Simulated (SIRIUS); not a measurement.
# CoO (F-43m) in SIRIUS: reference runs

How does CoO come out in PBE? The cell is run as given.

All numbers are computed with SIRIUS 7.10.0; they aren't measurements. Logs are shortened: lines on timing, memory, paths and dates and some standing lists are left out, and cuts for length are marked. The log counts tension as positive stress, the text compression.

### 1 The crystal as given

It takes space group F-43m (No. 216, cubic). The conventional cell has a = 4.687 Å, b = 4.687 Å, c = 4.687 Å, α = 90.00°, β = 90.00°, γ = 90.00°. Co (site symmetry -43m) is surrounded by 4 O at 2.03 Å. O (site symmetry -43m) is surrounded by 4 Co at 2.03 Å.

Measurements of this composition are mostly on another form, of space group No. 225.

### 2 Single point, PBE, collinear spin, ferromagnetic start

The input, sirius.json:

```json
{
  "control": {
    "processing_unit": "cpu",
    "verbosity": 2,
    "num_bands_to_print": 19,
    "print_forces": true,
    "print_stress": true
  },
  "parameters": {
    "electronic_structure_method": "pseudopotential",
    "xc_functionals": ["XC_GGA_X_PBE", "XC_GGA_C_PBE"],
    "gk_cutoff": 9.8,
    "pw_cutoff": 19.6,
    "ngridk": [10, 10, 10],
    "shiftk": [0, 0, 0],
    "smearing": "fermi_dirac",
    "smearing_width": 0.0018374661,
    "num_bands": 19,
    "num_mag_dims": 1,
    "num_dft_iter": 100,
    "energy_tol": 1e-08,
    "density_tol": 1e-06
  },
  "iterative_solver": {
    "type": "davidson",
    "min_tolerance": 1e-09,
    "tolerance_scale": [0.1, 0.25]
  },
  "mixer": {
    "type": "anderson",
    "beta": 0.5,
    "max_history": 8
  },
  "settings": {
    "tol_ne": 1e-10,
    "pseudo_grid_cutoff": 6.5,
    "smooth_initial_mag": true
  },
  "unit_cell": {
    "lattice_vectors": [
      [0.0, 4.428841211814, 4.428841211814],
      [4.428841211814, 0.0, 4.428841211814],
      [4.428841211814, 4.428841211814, 0.0]
    ],
    "atom_coordinate_units": "lattice",
    "atom_types": ["Co", "O"],
    "atom_files": {
      "Co": "Co.json",
      "O": "O.json"
    },
    "atoms": {
      "Co": [
        [0.0, 0.0, 0.0, 0.0, 0.0, 2.0]
      ],
      "O": [
        [0.25, 0.25, 0.25, 0.0, 0.0, 0.0]
      ]
    }
  }
}
```

Potentials or basis: PseudoDojo 0.4.1 PBE standard (scalar relativistic).

Started as:

```console
> upf_to_json Co.upf
> upf_to_json O.upf
> OMP_NUM_THREADS=1 sirius.scf --input=sirius.json --output=out.json --task=0
```

What it wrote:

```text
[info] SIRIUS version : 7.10.0
[info] number of MPI ranks           : 1
[info] MPI grid                      : 1 1
[info] maximum number of OMP threads : 1
[fft] FFT context for density and potential
[fft] =====================================
[fft]   comm size                             : 1
[fft]   plane wave cutoff                     : 19.6
[fft]   grid size                             : 45 45 45   total : 91125
[fft]   grid limits                           : -22 22   -22 22   -22 22
[fft]   number of G-vectors within the cutoff : 11110
[fft]   local number of G-vectors             : 11110
[fft]   number of G-shells                    : 618
[fft] FFT context for coarse grid
[fft] =====================================
[fft]   comm size                             : 1
[fft]   plane wave cutoff                     : 19.6
[fft]   grid size                             : 45 45 45   total : 91125
[fft]   grid limits                           : -22 22   -22 22   -22 22
[fft]   number of G-vectors within the cutoff : 11110
[fft]   local number of G-vectors             : 11110
[fft]   number of G-shells                    : 618
[unit cell] lattice vectors
[unit cell]   a1 :       0.0000000000      4.4288412118      4.4288412118
[unit cell]   a2 :       4.4288412118      0.0000000000      4.4288412118
[unit cell]   a3 :       4.4288412118      4.4288412118      0.0000000000
[unit cell] reciprocal lattice vectors
[unit cell]   b1 :      -0.7093486769      0.7093486769      0.7093486769
[unit cell]   b2 :       0.7093486769     -0.7093486769      0.7093486769
[unit cell]   b3 :       0.7093486769      0.7093486769     -0.7093486769
[unit cell] unit cell volume :       173.74020307 [a.u.^3]
[unit cell] 1/sqrt(omega)    :         0.07586646
[unit cell] MT volume        :         0.00000000 ( 0.00%)
[unit cell] IT volume        :       173.74020307 (100.00%)
[unit cell] number of atom types : 2
[unit cell] type id : 0 symbol : Co mt_radius :  13.870000 num_atoms : 1
[unit cell] type id : 1 symbol :  O mt_radius :   9.350000 num_atoms : 1
[unit cell] total number of atoms : 2
[unit cell] number of symmetry classes : 2
[unit cell] number of PAW atoms : 0
[unit cell] atom id  type id  class id             position                      vector_field
[unit cell] ------------------------------------------------------------------------------------------
[unit cell]      0        0        0      0.00000   0.00000   0.00000      0.00000   0.00000   2.00000
[unit cell]      1        1        1      0.25000   0.25000   0.25000      0.00000   0.00000   0.00000
[unit cell] atom id         position (Cartesian, a.u.)
[unit cell] ---------------------------------------------
[unit cell]      0       0.000000    0.000000    0.000000
[unit cell]      1       2.214421    2.214421    2.214421
[unit cell] class id : 0 atom id : 0
[unit cell] class id : 1 atom id : 1
[unit cell] minimum bond length:     3.835489
[unit cell] total number of pseudo wave-functions: 14
[sym] space group number   : 216
[sym] international symbol : F-43m
[sym] Hall symbol          : F -4 2 3
[sym] space group transformation matrix :
[sym]   0.0000  0.5000  0.5000
[sym]  -0.5000 -0.5000  0.0000
[sym]   0.5000  0.0000  0.5000
[sym] space group origin shift :
[sym]   0.0000  0.0000  0.0000
[sym] number of space group operations  : 24
[sym] number of magnetic group operations : 24
[sym] metric tensor error: 0.0000e+00
[sym] rotation matrix error: 4.5336e-17
[sym] symmetry operations
[... list of symmetry operations ...]
[atom type] label          : Co
[atom type] --------------------------------------------------------------------------------
[atom type] symbol         : Co
[atom type] name           :
[atom type] zn             : 17
[atom type] mass           : 0
[atom type] mt_radius      : 13.87
[atom type] num_mt_points  : 1388
[atom type] grid_origin    : 0
[atom type] grid_name      : external
[atom type] number of core electrons    : 0
[atom type] number of valence electrons : 17
[atom type] total number of radial functions : 6
[... 321 lines left out ...]
[diagonalize] ik:    3   -3.200677   -1.854223   -1.853988   -1.853988   -0.347592    0.120223    0.148254    0.148254    0.258695    0.258695    0.275007    0.325473    0.325473    0.453574    0.669713    0.829354    0.829354    0.956525    1.019743
[diagonalize]            -3.105593   -1.753412   -1.753136   -1.753136   -0.324740    0.150044    0.196023    0.196023    0.333448    0.333448    0.381192    0.417852    0.417852    0.477292    0.688619    0.850478    0.850478    0.974077    1.035271
[diagonalize] ik:    4   -3.200670   -1.854329   -1.854006   -1.854006   -0.343036    0.118045    0.151259    0.151259    0.253512    0.260050    0.260050    0.318029    0.318029    0.502287    0.615638    0.819055    0.819055    0.947049    1.052283
[diagonalize]            -3.105585   -1.753536   -1.753156   -1.753156   -0.319784    0.140352    0.197240    0.197240    0.337121    0.337121    0.365328    0.409448    0.409448    0.524301    0.638654    0.841027    0.841027    0.963815    1.068584
[diagonalize] ...
[diagonalize] ik:   42   -3.200659   -1.854272   -1.854208   -1.854077   -0.336601    0.132515    0.151671    0.166482    0.228210    0.252499    0.256435    0.282514    0.303549    0.580493    0.643122    0.684411    0.790623    0.936943    1.095529
[diagonalize]            -3.105573   -1.753471   -1.753391   -1.753240   -0.312787    0.159927    0.174180    0.201894    0.328084    0.338431    0.349381    0.380068    0.393671    0.615067    0.667656    0.706286    0.811416    0.957784    1.110439
[diagonalize] ik:   43   -3.200658   -1.854341   -1.854131   -1.854109   -0.335908    0.117920    0.166352    0.170880    0.229016    0.255730    0.267074    0.273853    0.294617    0.539519    0.667287    0.718583    0.794607    0.868344    1.103450
[diagonalize]            -3.105571   -1.753550   -1.753303   -1.753276   -0.312045    0.141840    0.197401    0.203497    0.328486    0.341804    0.345209    0.380556    0.385944    0.573602    0.699766    0.734575    0.815832    0.889827    1.121355
[diagonalize] ik:   44   -3.200660   -1.854283   -1.854172   -1.854081   -0.337291    0.129428    0.150915    0.166395    0.237174    0.248064    0.262709    0.277661    0.306738    0.562014    0.660703    0.693402    0.776394    0.951459    1.078682
[diagonalize]            -3.105574   -1.753482   -1.753349   -1.753244   -0.313544    0.154843    0.180366    0.201328    0.329926    0.338336    0.349698    0.381175    0.395903    0.593938    0.688712    0.713704    0.796703    0.973306    1.092829
[diagonalize] ik:   45   -3.200659   -1.854272   -1.854200   -1.854092   -0.336405    0.134397    0.149090    0.168794    0.231154    0.248465    0.256667    0.277550    0.305337    0.581966    0.649588    0.693831    0.759356    0.973591    1.060360
[diagonalize]            -3.105572   -1.753470   -1.753381   -1.753257   -0.312572    0.161687    0.173318    0.201487    0.328597    0.337845    0.346550    0.379735    0.393546    0.617161    0.675267    0.715501    0.778634    0.998201    1.071871
[diagonalize] ik:   46   -3.200658   -1.854285   -1.854188   -1.854109   -0.335884    0.130195    0.154907    0.171281    0.231911    0.243952    0.258326    0.274112    0.303637    0.574193    0.666017    0.704479    0.739222    0.950265    1.097775
[diagonalize]            -3.105571   -1.753486   -1.753367   -1.753277   -0.312007    0.156379    0.180235    0.201837    0.327335    0.338014    0.344572    0.378920    0.391198    0.609385    0.699545    0.720477    0.757452    0.972974    1.111549
[find] Charges and magnetic moments
[find] --------------------------------------------------------------------------------
[find] atom                moment                |moment|
[find] --------------------------------------------------------------------------------
[find]    0 [  0.00000,   0.00000,   2.23092]    2.230919
[find]    1 [  0.00000,   0.00000,   0.32935]    0.329354
[find] total charge          : 23.000000
[... 7 lines left out ...]
[find] <rho|V^{H}>                    :     109.76330125
[find] one-electron contribution      :     -98.90843064 (Ha),    -197.81686128 (Ry)
[find] hartree contribution           :      54.88165063
[find] xc contribution                :     -32.16563660
[find] ewald contribution             :     -93.34694071
[find] PAW contribution               :       0.00000000
[find] smearing (-TS)                 :      -0.00051016
[find] SCF correction                 :      -0.00000815
[find] Total energy                   :    -169.53936546 (Ha),    -339.07873093 (Ry)
[find] Free energy (E-TS)             :    -169.53987562 (Ha),    -339.07975124 (Ry)
[find] band gap (eV)                  :       0.00903507
[find] Efermi                         :       0.34523175
[find] iteration : 14, RMS : 4.180889622814e-07, energy difference : -6.162963472889e-09
[find] Hartree energy of density residual : 1.138594320297e-11
[find] bands are converged : true
[find] iterative solver converged : true
[find] converged after 15 SCF iterations!
[find] Charges and magnetic moments
[find] --------------------------------------------------------------------------------
[find] atom                moment                |moment|
[find] --------------------------------------------------------------------------------
[find]    0 [  0.00000,   0.00000,   2.23092]    2.230919
[find]    1 [  0.00000,   0.00000,   0.32935]    0.329354
[find] total charge          : 23.000000
[find] total moment          : [  0.00000,   0.00000,   2.99975], magnitude : 2.999746
[find] Energy
[find] --------------------------------------------------------------------------------
[find] valence_eval_sum               :     -14.76659615
[find] <rho|V^{XC}>                   :     -25.45681108
[find] <rho|E^{XC}>                   :     -32.16563660
[find] <mag|B^{XC}>                   :      -0.16465568
[find] <rho|V^{H}>                    :     109.76330125
[find] one-electron contribution      :     -98.90843064 (Ha),    -197.81686128 (Ry)
[find] hartree contribution           :      54.88165063
[find] xc contribution                :     -32.16563660
[find] ewald contribution             :     -93.34694071
[find] PAW contribution               :       0.00000000
[find] smearing (-TS)                 :      -0.00051016
[find] SCF correction                 :      -0.00000815
[find] Total energy                   :    -169.53936546 (Ha),    -339.07873093 (Ry)
[find] Free energy (E-TS)             :    -169.53987562 (Ha),    -339.07975124 (Ry)
[find] band gap (eV)                  :       0.00903507
[find] Efermi                         :       0.34523175
[ground_state] === stress tensor components [kbar] ===
[ground_state] === stress_kin ===
[ground_state] -89270.900051    0.000000    0.000000
[ground_state]     0.000000-89270.900051   -0.000000
[ground_state]     0.000000   -0.000000-89270.900051
[ground_state] === stress_har ===
[ground_state] -30978.700144    0.000000    0.000000
[ground_state]     0.000000-30978.700144   -0.000000
[ground_state]     0.000000   -0.000000-30978.700144
[ground_state] === stress_ewald ===
[ground_state] 52690.960502   -0.000000   -0.000000
[ground_state]    -0.00000052690.960502    0.000000
[ground_state]    -0.000000    0.00000052690.960502
[ground_state] === stress_vloc ===
[ground_state] 24710.646693   -0.000000   -0.000000
[ground_state]    -0.00000024710.646693    0.000000
[ground_state]    -0.000000    0.00000024710.646693
[ground_state] === stress_xc ===
[ground_state] -10402.527400    0.000000    0.000000
[ground_state]     0.000000-10402.527400   -0.000000
[ground_state]     0.000000   -0.000000-10402.527400
[ground_state] === stress_core ===
[ground_state] 24080.335761   -0.000000    0.000000
[ground_state]    -0.00000024080.335761    0.000000
[ground_state]     0.000000    0.00000024080.335761
[ground_state] === stress_nonloc ===
[ground_state] 29297.336845   -0.000000    0.000000
[ground_state]    -0.00000029297.336845    0.000000
[ground_state]     0.000000    0.00000029297.336845
[ground_state] === stress_us_nl ===
[ground_state] 29297.336845   -0.000000    0.000000
[ground_state]    -0.00000029297.336845    0.000000
[ground_state]     0.000000    0.00000029297.336845
[ground_state] === stress_total ===
[ground_state]   127.152207    0.000000   -0.000000
[ground_state]     0.000000  127.152207   -0.000000
[ground_state]    -0.000000   -0.000000  127.152207
[ground_state] ==== total Forces in Ha/bohr =====
[ground_state] atom:    0, force:       0.0000000      0.0000000      0.0000000
[ground_state] atom:    1, force:      -0.0000000     -0.0000000      0.0000000
[ground_state] ==== ultrasoft contribution from Qij =====
[ground_state] atom:    0, force:       0.0000000      0.0000000      0.0000000
[ground_state] atom:    1, force:       0.0000000      0.0000000      0.0000000
[ground_state] ==== non-local contribution from Beta-projector =====
[ground_state] atom:    0, force:       0.0000000      0.0000000      0.0000000
[ground_state] atom:    1, force:       0.0000000      0.0000000      0.0000000
[ground_state] ==== contribution from local potential =====
[ground_state] atom:    0, force:       0.0000000      0.0000000      0.0000000
[ground_state] atom:    1, force:      -0.0000000      0.0000000      0.0000000
[ground_state] ==== contribution from core density =====
[ground_state] atom:    0, force:       0.0000000      0.0000000      0.0000000
[ground_state] atom:    1, force:       0.0000000     -0.0000000      0.0000000
[ground_state] ==== Ewald forces from ions =====
[ground_state] atom:    0, force:       0.0000000      0.0000000      0.0000000
[ground_state] atom:    1, force:       0.0000000      0.0000000      0.0000000
[~DFT_ground_state] local op. applied: 69351
[~DFT_ground_state] evp. work count: 16811.3
[~DFT_ground_state] number of iterative solver steps: 3989
```

It took 2.5 min on 1 thread of Arm Neoverse V2, shared host; peak memory 0.49 GiB.

What came out:

- Free energy: -4613.4150 eV
- Pressure: -12.7 GPa
- Net moment: 3.00 μB per cell
- Absolute moment: 3.01 μB per cell

Caveat: the program's gap line is unreliable for spin-polarised or charged cells, so no gap is listed; a cell with one magnetic atom can't hold antiferromagnetic order, which such compounds often take.
